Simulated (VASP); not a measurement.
# VASP 6.6.1 run: SrO

INCAR

```
SIGMA = 0.01
LWAVE = .FALSE.
ALGO = Normal
NELM = 86
ISMEAR = 0
EDIFF = 1E-7
NBANDS = 15
IBRION = -1
ENCUT = 520
PREC = High
NSW = 0
ISIF = 2
LCHARG = .FALSE.
LASPH = .TRUE.
LREAL = .FALSE.
METAGGA = R2SCAN
```

KPOINTS

```
KPOINTS created by Atomic Simulation Environment
0
Gamma
8 8 8
0 0 0
```

POSCAR

```
Sr O
 1.0000000000000000
     0.0000000000000000    2.6572890956999999    2.6572890956999999
     2.6572890956999999    0.0000000000000000    2.6572890956999999
     2.6572890956999999    2.6572890956999999    0.0000000000000000
 Sr  O
   1   1
Cartesian
  0.0000000000000000  0.0000000000000000  0.0000000000000000
  2.6572890956999999  2.6572890956999999  2.6572890956999999
```

The recommended PBE PAW datasets give the neutral cell 16 valence electrons.

Command

```
mpirun -np 1 vasp_std
```

OSZICAR

```
N       E                     dE             d eps       ncg     rms          rms(c)
DAV:   1     0.492382884754E+02    0.49238E+02   -0.84845E+03   870   0.105E+03
DAV:   2    -0.313069068755E+02   -0.80545E+02   -0.74193E+02  1224   0.221E+02
DAV:   3    -0.345823243678E+02   -0.32754E+01   -0.32604E+01  1151   0.403E+01
DAV:   4    -0.346318589060E+02   -0.49535E-01   -0.49526E-01  1125   0.481E+00
DAV:   5    -0.346327636182E+02   -0.90471E-03   -0.90471E-03  1076   0.444E-01    0.133E+01
DAV:   6    -0.268343748866E+02    0.77984E+01   -0.47437E+00  1206   0.162E+01    0.127E+01
DAV:   7    -0.269720407194E+02   -0.13767E+00   -0.15785E-01   877   0.355E+00    0.723E+00
DAV:   8    -0.269937315624E+02   -0.21691E-01   -0.96843E-02   884   0.324E+00    0.670E-01
DAV:   9    -0.269930645082E+02    0.66705E-03   -0.14144E-02  1108   0.111E+00    0.237E-01
DAV:  10    -0.269930641612E+02    0.34700E-06   -0.19028E-03   947   0.438E-01    0.115E-01
DAV:  11    -0.269931975118E+02   -0.13335E-03   -0.52327E-04   870   0.206E-01    0.528E-02
DAV:  12    -0.269932069433E+02   -0.94316E-05   -0.43168E-05  1115   0.494E-02    0.234E-02
DAV:  13    -0.269932016791E+02    0.52643E-05   -0.73310E-06  1038   0.251E-02    0.120E-02
DAV:  14    -0.269932003812E+02    0.12978E-05   -0.19518E-06  1129   0.120E-02    0.264E-03
DAV:  15    -0.269931999759E+02    0.40530E-06   -0.45010E-07   984   0.583E-03    0.213E-03
DAV:  16    -0.269931998434E+02    0.13250E-06   -0.29908E-08   456   0.163E-03    0.123E-03
DAV:  17    -0.269931997714E+02    0.71995E-07   -0.39339E-09   456   0.465E-04
   1 F= -.26993200E+02 E0= -.26993200E+02  d E =-.231846E-86
```

From OUTCAR

```
k-points           NKPTS =     29   k-points in BZ     NKDIM =     29   number of bands    NBANDS=     15

   NELECT =      16.0000    total number of electrons

   dimension x,y,z NGX =    28 NGY =   28 NGZ =   28
   dimension x,y,z NGXF=    40 NGYF=   40 NGZF=   40

  energy-cutoff  :      520.00
  volume of cell :       37.53
      direct lattice vectors                 reciprocal lattice vectors
     0.000000000  2.657289096  2.657289096    -0.188161687  0.188161687  0.188161687
     2.657289096  0.000000000  2.657289096     0.188161687 -0.188161687  0.188161687
     2.657289096  2.657289096  0.000000000     0.188161687  0.188161687 -0.188161687

 k-points in reciprocal lattice and weights: KPOINTS created by Atomic Simulation Env
   0.00000000  0.00000000  0.00000000       0.002
   0.12500000  0.00000000  0.00000000       0.016
   0.25000000  0.00000000  0.00000000       0.016
   0.37500000  0.00000000  0.00000000       0.016
   0.50000000  0.00000000  0.00000000       0.008
   0.12500000  0.12500000  0.00000000       0.012
   0.25000000  0.12500000  0.00000000       0.047
   0.37500000  0.12500000  0.00000000       0.047
   ...

 E-fermi :   1.0485

 k-point     1 :       0.0000    0.0000    0.0000
  band No.  band energies     occupation
      1     -32.9442      2.00000
      2     -14.9959      2.00000
      3     -14.0526      2.00000
      4     -14.0526      2.00000
      5     -14.0526      2.00000
      6       0.9110      2.00000
      7       0.9110      2.00000
      8       0.9110      2.00000
      9       4.8687      0.00000
     10       7.4487      0.00000
     11       7.4487      0.00000
     12       7.4487      0.00000
     13       9.5522      0.00000
     14       9.5522      0.00000
     15      13.6884      0.00000

 k-point     2 :       0.1250    0.0000    0.0000
  band No.  band energies     occupation
      1     -32.9313      2.00000
      2     -15.2864      2.00000
      3     -14.0617      2.00000
      4     -14.0617      2.00000
      5     -13.7962      2.00000
      6       0.5106      2.00000
      7       0.7503      2.00000
      8       0.7503      2.00000
      9       5.5169      0.00000
     10       7.2914      0.00000
     11       7.7274      0.00000
     12       7.7274      0.00000
     13       9.9018      0.00000
     14       9.9018      0.00000
     15      14.6059      0.00000

 k-point     3 :       0.2500    0.0000    0.0000
  band No.  band energies     occupation
      1     -32.9001      2.00000
      2     -15.7458      2.00000
      3     -14.0834      2.00000
      4     -14.0834      2.00000
      5     -13.4183      2.00000
      6      -0.2267      2.00000
      7       0.3969      2.00000
      8       0.3970      2.00000
      9       6.9120      0.00000
     10       7.2422      0.00000
     11       8.4802      0.00000
     12       8.4802      0.00000
     13      10.7891      0.00000
     14      10.7891      0.00000
     15      16.3639      0.00000

 ...

  Total       -1.5128304     -1.5128304     -1.5128304      0.0000000      0.0000000      0.0000000
  in kB      -64.5883844    -64.5883844    -64.5883844      0.0000000      0.0000000      0.0000000
  external PRESSURE =     -64.5883844 kB  Pullay stress =       0.0000000 kB

 POSITION                                       TOTAL-FORCE (eV/Angst)
 -----------------------------------------------------------------------------------
      0.00000      0.00000      0.00000        -0.000000      0.000000      0.000000
      2.65729      2.65729      2.65729         0.000000     -0.000000     -0.000000
 -----------------------------------------------------------------------------------
    total drift:                                0.000000      0.000000      0.000000

  FREE ENERGIE OF THE ION-ELECTRON SYSTEM (eV)
  ---------------------------------------------------
  free  energy   TOTEN  =       -26.9931997714 eV

  energy  without entropy=      -26.9931997714  energy(sigma->0) =      -26.99319977
```

It converged. Results: gap between bands v and c on the k mesh 3.77 eV; least direct gap on the k mesh 3.91 eV; pressure -6.5 GPa. Band v is the last that the valence electrons fill when counted band by band, and c is the next.

For comparison, a separate r²SCAN run of the intended cell, on usual settings and not on those above, gives a gap of 3.77 eV on its mesh and a pressure of -6.5 GPa.

The run above took about 50 s on one core of a shared host (Intel Xeon Platinum 8488C) and held 0.14 GiB at most.
